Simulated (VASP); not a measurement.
# In: convergence, self-consistent run

In, Im-3m (no. 229), 1 atom in the cell. PBE; PAW potentials In_d (PBE set). VASP 6.6.1.

Wanted: energy within 0.2 meV/atom; Fermi level within 0.005 eV.

What the run is for: comparing ways to start; Accuracy asked: tight.

POSCAR:
```
In
1.0
   -1.8825252400      1.8825252400      1.8825252400
    1.8825252400     -1.8825252400      1.8825252400
    1.8825252400      1.8825252400     -1.8825252400
In
1
Direct
    0.0000000000      0.0000000000      0.0000000000
```

## How the run starts (with a second run first, the time holds both)

| How the run starts (with a second run first, the time holds both) | Energy less reference (meV/atom) | Fermi level (eV) | Time (s) |
|---|---|---|---|
| from scratch: 10 SCF iterations | 0.00 | 7.2700 | 8.4 |
| density of a coarse mesh (ICHARG 1): 10 + 8 SCF iterations | 0.00 | 7.2700 | 10 |
| orbitals of a lower cutoff (ISTART 1): 10 + 6 SCF iterations | 0.00 | 7.2700 | 9.4 |
| orbitals of a loose run: 8 + 3 SCF iterations | 0.00 | 7.2700 | 6.7 |

Chosen: from scratch: 10 SCF iterations; no other choice that stays within half of the tolerance saves 30 % of the time.

The chosen settings are those of the reference run.

## The input

INCAR:
```
GGA = PE
ISMEAR = 1
SIGMA = 0.1
LWAVE = F
LCHARG = F
ISIF = 2
PREC = Accurate
LASPH = T
LREAL = F
ALGO = Normal
EDIFF = 1E-6
NELM = 120
GGA_COMPAT = F
ENCUT = 400
```

KPOINTS:
```
k-points
0
Gamma
  12 12 12
```

Commands:
```
cat potpaw_PBE.64/In_d/POTCAR > POTCAR
mpirun -np 1 vasp_std > vasp.out
```

The chosen input took VASP 6.6.1 8.4 s on 1 core (AMD EPYC 7R13 (Zen 3)), a shared host.

## An input that fails: restart asked without its files

VASP's message: ERROR: charge density could not be read from file CHGCAR for ICHARG>10.

Changes against the starting input:
```
- NELM = 120
+ NELM = 60
+ ICHARG = 11
```
